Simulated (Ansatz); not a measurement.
All numbers were calculated with Ansatz.

A structure relaxed at PBE0-D4/def2-TZVP, charge 0, multiplicity 1:

Cartesian coordinates in Å:
```
C 0.9273 -0.2977 0.7525
C 0.2733 0.8574 0.4334
N -0.6725 0.4888 -0.4846
C -0.5507 -0.8474 -0.6762
N 0.4062 -1.3529 0.0558
H 1.7443 -0.4262 1.4454
H 0.3899 1.8757 0.7644
H -1.3340 1.0976 -0.9326
H -1.1838 -1.3953 -1.3581
```

Give its formula and SMILES.

C3H4N2, `c1c[nH]cn1`.

Point group (tolerance 0.08 Å, 0.16 Å for H)?

Cs.

Summarise the bond lengths by kind.

1 × C–C 1.365 Å; 4 × C–N 1.307 to 1.369 Å; 3 × C–H 1.077 to 1.080 Å; 1 × H–N 1.004 Å.
